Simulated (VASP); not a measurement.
# SiC (P6_3mc) in VASP: phonons with LDA

Aim: the phonons of SiC with LDA.

Everything below comes from runs of VASP 6.6.1. Logs are shortened: lines on timing, memory, paths and dates and some standing lists are left out, and cuts for length are marked.

### 1 Starting point

The structure is hexagonal, space group P6_3mc (No. 186). The conventional cell has a = 3.057 Å, b = 3.057 Å, c = 5.017 Å, α = 90.00°, β = 90.00°, γ = 120.00°. Si (site symmetry 3m) has 4 C at 1.87 to 1.89 Å as nearest neighbours. Around C (site symmetry 3m) lie 4 Si at 1.87 to 1.89 Å.

The cell was built by a generator and needn't be a form met in nature.

### 2 Phonons, LDA

POSCAR reads:

```
SiC
1.0
    3.0570811388      0.0000000000      0.0000000000
   -1.5285405694      2.6475099276      0.0000000000
    0.0000000000      0.0000000000      5.0174413462
  Si              C
     2     2
Direct
     0.0000000000000000    0.0000000000000000    0.9995862248991129
     0.3333333332999970    0.6666666667000030    0.4995862248991129
     0.0000000000000000    0.0000000000000000    0.3754137751008871
     0.3333333332999970    0.6666666667000030    0.8754137751008871
```

INCAR.step1 reads:

```
SYSTEM = SiC
PREC     = Accurate       ! precision mode
ENCUT    = 600            ! plane-wave cutoff, eV
EDIFF    = 1E-8           ! SCF threshold, eV
ISMEAR   = -1             ! smearing method
SIGMA    = 0.05           ! smearing width, eV
LREAL    = .FALSE.        ! projectors in reciprocal space
LASPH    = .TRUE.         ! aspherical terms in the spheres
NELM     = 80             ! most SCF steps
ALGO     = Normal         ! electronic algorithm
ISIF     = 3              ! what is computed and relaxed
LWAVE    = .FALSE.        ! write WAVECAR
LCHARG   = .FALSE.        ! write CHGCAR
GGA      = CA             ! functional
KPAR     = 4            
IBRION   = 2              ! ionic algorithm
NSW      = 40             ! ionic steps
EDIFFG   = -0.002         ! ionic threshold
```

INCAR.step2 reads:

```
SYSTEM = SiC
PREC     = Accurate       ! precision mode
ENCUT    = 600            ! plane-wave cutoff, eV
EDIFF    = 1E-8           ! SCF threshold, eV
ISMEAR   = -1             ! smearing method
SIGMA    = 0.05           ! smearing width, eV
LREAL    = .FALSE.        ! projectors in reciprocal space
LASPH    = .TRUE.         ! aspherical terms in the spheres
NELM     = 80             ! most SCF steps
ALGO     = Normal         ! electronic algorithm
ISIF     = 2              ! what is computed and relaxed
LWAVE    = .FALSE.        ! write WAVECAR
LCHARG   = .FALSE.        ! write CHGCAR
GGA      = CA             ! functional
KPAR     = 4            
IBRION   = 8              ! ionic algorithm
NSW      = 1              ! ionic steps
LEPSILON = .TRUE.         ! dielectric tensor by DFPT
```

KPOINTS reads:

```
regular mesh
0
G
  10 10 6
  0 0 0
```

Potentials or basis: VASP PAW LDA potentials, release 64 (Si, C).

Started as:

```
$ cat potpaw_LDA.64/Si/POTCAR potpaw_LDA.64/C/POTCAR > POTCAR
$ cp INCAR.step1 INCAR
$ mpirun -np 4 vasp_std > vasp.out
$ cp CONTCAR POSCAR
$ cp INCAR.step2 INCAR
$ mpirun -np 4 vasp_std > vasp.out
```

OUTCAR:

```text
SYSTEM = SiC
   PREC = Accurate
   ENCUT = 600
   EDIFF = 1E-8
   ISMEAR = -1
   LREAL = .FALSE.
   LASPH = .TRUE.
   NELM = 80
   ISIF = 2
   GGA = CA
   IBRION = 8
   NSW = 1
   LEPSILON = .TRUE.

 ion  position               nearest neighbor table
   1  0.000  0.000  1.000-   4 1.87   4 1.87   4 1.87   3 1.89   2 3.07   2 3.07   2 3.07   2 3.07
                             2 3.07   2 3.07
   2  0.333  0.667  0.500-   3 1.87   3 1.87   3 1.87   4 1.89   1 3.07   1 3.07   1 3.07   1 3.07
                             1 3.07   1 3.07
   3  0.000  0.000  0.375-   2 1.87   2 1.87   2 1.87   1 1.89
   4  0.333  0.667  0.875-   1 1.87   1 1.87   1 1.87   2 1.89

  LATTYP: Found a hexagonal cell.
 ALAT       =     3.0574684133
 C/A-ratio  =     1.6411788295

  Lattice vectors:

 A1 = (   3.0574684133,   0.0000000000,   0.0000000000)
 A2 = (  -1.5287342067,   2.6478453172,   0.0000000000)
 A3 = (   0.0000000000,   0.0000000000,   5.0178524319)

Analysis of symmetry for initial positions (statically):
=====================================================================
 Subroutine PRICEL returns:
 Original cell was already a primitive cell.

 Routine SETGRP: Setting up the symmetry group for a
 hexagonal supercell.

 Subroutine GETGRP returns: Found 12 space group operations
 (whereof  6 operations were pure point group operations)
 out of a pool of 24 trial point group operations.

The static configuration has the point symmetry C_3v.
 The point group associated with its full space group is C_6v.

Analysis of symmetry for dynamics (positions and initial velocities):
=====================================================================
 Subroutine PRICEL returns:
 Original cell was already a primitive cell.

 Routine SETGRP: Setting up the symmetry group for a
 hexagonal supercell.

 Subroutine GETGRP returns: Found 12 space group operations
 (whereof  6 operations were pure point group operations)
 out of a pool of 24 trial point group operations.

The dynamic configuration has the point symmetry C_3v.
 The point group associated with its full space group is C_6v.

 Subroutine INISYM returns: Found 12 space group operations
 (whereof  6 operations are pure point group operations),
 and found     1 'primitive' translations

----------------------------------------------------------------------------------------

                                     Primitive cell

  volume of cell :      40.6230

  direct lattice vectors                    reciprocal lattice vectors
     3.057468413  0.000000000  0.000000000     0.327067974  0.188832783  0.000000000
    -1.528734207  2.647845317  0.000000000     0.000000000  0.377665566  0.000000000
     0.000000000  0.000000000  5.017852432     0.000000000  0.000000000  0.199288443

  length of vectors
     3.057468413  3.057468413  5.017852432     0.377665566  0.377665566  0.199288443

  position of ions in fractional coordinates (direct lattice)
     0.000000000  0.000000000  0.999597348
     0.333333333  0.666666667  0.499597348
     0.000000000  0.000000000  0.375402652
     0.333333333  0.666666667  0.875402652

  ion indices of the primitive-cell ions
   primitive index   ion index
[... 556 lines left out ...]

--------------------------------------- Ionic step       10  -------------------------------------------

------------------------ aborting loop because EDIFF is reached ----------------------------------------

[... ionic steps 11 to 11 ...]

--------------------------------------- Ionic step       12  -------------------------------------------

 Free energy of the ion-electron system (eV)
  ---------------------------------------------------
  ---------------------------------------------------
  free energy    TOTEN  =        -0.13529835 eV

  energy without entropy =       -0.13529835

------------------------ aborting loop because EDIFF is reached ----------------------------------------

 INTERNAL STRAIN TENSOR  FOR ION    3  DIRECTION 3   (eV/Angst):
 -----------------------------------------------------------------------------
     5.30049  0.00000 -0.00000
    -0.00000  5.30049  0.00000
     0.00000  0.00000-10.06296

 MACROSCOPIC STATIC DIELECTRIC TENSOR (including local field effects in DFT)
 ------------------------------------------------------
           6.925621     0.000000     0.000000
          -0.000000     6.925621    -0.000000
           0.000000     0.000000     7.260308
 ------------------------------------------------------

 PIEZOELECTRIC TENSOR (including local field effects)  for field in x, y, z        (e  Angst)
          XX          YY          ZZ          XY          YZ          ZX
  --------------------------------------------------------------------------------
  x     0.00000     0.00000     0.00000     0.00000     0.00000     1.51055
  y    -0.00000     0.00000     0.00000     0.00000     1.51055     0.00000
  z     1.19253     1.19253    -2.04832     0.00000     0.00000     0.00000

 PIEZOELECTRIC TENSOR (including local field effects)  for field in x, y, z        (C/m^2)
          XX          YY          ZZ          XY          YZ          ZX
  --------------------------------------------------------------------------------
  x     0.00000     0.00000     0.00000     0.00000     0.00000     0.59576
  y    -0.00000     0.00000     0.00000     0.00000     0.59576     0.00000
  z     0.47033     0.47033    -0.80786     0.00000     0.00000     0.00000

 BORN EFFECTIVE CHARGES (including local field effects) (in |e|, cummulative output)
 ---------------------------------------------------------------------------------
 ion    1
    1     2.67703     0.00000     0.00000
    2     0.00000     2.67703     0.00000
    3    -0.00000    -0.00000     2.87575
 ion    2
    1     2.67703     0.00000     0.00000
    2     0.00000     2.67703     0.00000
    3     0.00000     0.00000     2.87575
 ion    3
    1    -2.67703     0.00000     0.00000
    2    -0.00000    -2.67703    -0.00000
    3     0.00000     0.00000    -2.87575
 ion    4
    1    -2.67703     0.00000     0.00000
    2    -0.00000    -2.67703     0.00000
    3     0.00000     0.00000    -2.87575

 INTERNAL STRAIN TENSOR FOR ION    4 for displacements in x,y,z  (eV/Angst):
          X           Y           Z          XY          YZ          ZX
  --------------------------------------------------------------------------------
  x     0.00000     0.00000     0.00000     9.82617     0.00000     5.96324
  y     9.82617    -9.82617    -0.00000    -0.00000     6.13261    -0.00000
  z     5.30049     5.30049   -10.06296     0.00000     0.00000     0.00000

 SECOND DERIVATIVES (NOT SYMMETRIZED)
 ------------------------------------
               1X          1Y          1Z          2X          2Y          2Z          3X          3Y          3Z          4X          4Y          4Z
  1X   -20.456723    0.000000    0.000000    0.632538    0.000000    0.000000    2.146007    0.000000    0.000000   17.678179    0.000000    0.000000
  1Y     0.000000  -20.456723    0.000000    0.000000    0.632538    0.000000    0.000000    2.146007    0.000000   -0.000000   17.678179    0.000000
  1Z     0.000000    0.000000  -27.670697   -0.000000    0.000000    9.306181   -0.000000    0.000000    9.072182    0.000000    0.000000    9.292333
  2X     0.632538   -0.000000   -0.000000  -20.456723    0.000000    0.000000   17.678179    0.000000    0.000000    2.146007    0.000000    0.000000
  2Y     0.000000    0.632538   -0.000000   -0.000000  -20.456723    0.000000   -0.000000   17.678179   -0.000000    0.000000    2.146007    0.000000
  2Z     0.000000    0.000000    9.306181    0.000000    0.000000  -27.670697    0.000000    0.000000    9.292333    0.000000    0.000000    9.072182
  3X     2.144357    0.000000   -0.000000   17.675647    0.000000    0.000000  -19.858574    0.000000    0.000000    0.038570   -0.000000    0.000000
  3Y     0.000000    2.144357    0.000000   -0.000000   17.675647    0.000000    0.000000  -19.858574    0.000000   -0.000000    0.038570    0.000000
  3Z     0.000000    0.000000    9.026589    0.000000    0.000000    9.331529    0.000000    0.000000  -24.804274    0.000000    0.000000    6.446157
  4X    17.675647   -0.000000    0.000000    2.144357   -0.000000    0.000000    0.038570    0.000000    0.000000  -19.858574   -0.000000    0.000000
  4Y    -0.000000   17.675647    0.000000    0.000000    2.144357   -0.000000   -0.000000    0.038570    0.000000    0.000000  -19.858574   -0.000000
  4Z    -0.000000    0.000000    9.331529   -0.000000    0.000000    9.026589    0.000000    0.000000    6.446157    0.000000    0.000000  -24.804274

 Eigenvectors and eigenvalues of the dynamical matrix
 ----------------------------------------------------

   1 f  =   25.217522 THz   158.446365 2PiTHz  841.166000 cm-1   104.291245 meV
             X         Y         Z           dx          dy          dz
      0.000000  0.000000  5.015832    -0.000000    0.000000   -0.007863
     -0.000000  1.765230  2.506906    -0.000000    0.000000    0.007863
      0.000000  0.000000  1.883715     0.000000   -0.000000   -0.707063
     -0.000000  1.765230  4.392641     0.000000   -0.000000    0.707063
[... 71 lines left out ...]
  12 f/i=    0.001843 THz     0.011581 2PiTHz    0.061481 cm-1     0.007623 meV
             X         Y         Z           dx          dy          dz
      0.000000  0.000000  5.015832    -0.000000   -0.000000    0.591765
     -0.000000  1.765230  2.506906    -0.000000   -0.000000    0.591765
      0.000000  0.000000  1.883715    -0.000000   -0.000000    0.387059
     -0.000000  1.765230  4.392641    -0.000000   -0.000000    0.387059

--------------------------------------------------------------------------------------------------------

 MACROSCOPIC STATIC DIELECTRIC TENSOR IONIC CONTRIBUTION
 ------------------------------------------------------
           3.220933    -0.000000     0.000000
          -0.000000     3.220933    -0.000000
           0.000000    -0.000000     4.012557
 ------------------------------------------------------

 ELASTIC MODULI CONTR FROM IONIC RELAXATION (kBar)
 Direction    XX          YY          ZZ          XY          YZ          ZX
 --------------------------------------------------------------------------------
 XX        -503.6986    262.0072    229.4730      0.0000      0.0000     -0.0000
 YY         262.0072   -503.6986    229.4730     -0.0000     -0.0000      0.0000
 ZZ         229.4730    229.4730   -435.7447     -0.0000     -0.0000      0.0000
 XY           0.0000     -0.0000     -0.0000   -382.8529     -0.0000      0.0000
 YZ           0.0000     -0.0000     -0.0000     -0.0000   -130.6810      0.0000
 ZX          -0.0000      0.0000      0.0000      0.0000      0.0000   -140.4022
 --------------------------------------------------------------------------------

 PIEZOELECTRIC TENSOR IONIC CONTR  for field in x, y, z        (C/m^2)
          XX          YY          ZZ          XY          YZ          ZX
  --------------------------------------------------------------------------------
  x    -0.00000     0.00000     0.00000    -0.00000     0.00000    -0.63278
  y     0.00000    -0.00000    -0.00000    -0.00000    -0.61048     0.00000
  z    -0.65524    -0.65524     1.24423     0.00000     0.00000    -0.00000
```

Run time: 5.5 min. Hardware: 4 MPI ranks of AMD EPYC 7R13 (Zen 3), shared host; peak memory 0.46 GiB.

What came out:

* Electronic dielectric tensor (diagonal): 6.93, 6.93, 7.26
* Born charges (mean of the diagonal): Si +2.74; C -2.74 e
* Highest phonon frequency at Γ, LO-TO splitting left out: 841 cm⁻¹

Phonon frequencies in cm⁻¹ (negative: imaginary):
```tsv
q point	frequencies
(0.000, 0.000, 0.000)	0 0 0 258 258 598 767 767 770 800 800 841
```

Electronic dielectric tensor:
```
6.93 0.00 0.00
0.00 6.93 0.00
0.00 0.00 7.26
```

Born effective charge tensors (e):
atom 1, Si
```
2.68 0.00 0.00
0.00 2.68 0.00
0.00 0.00 2.88
```
atom 2, Si
```
2.68 0.00 0.00
0.00 2.68 0.00
0.00 0.00 2.88
```
atom 3, C
```
-2.68  0.00  0.00
 0.00 -2.68  0.00
 0.00  0.00 -2.88
```
atom 4, C
```
-2.68  0.00  0.00
 0.00 -2.68  0.00
 0.00  0.00 -2.88
```
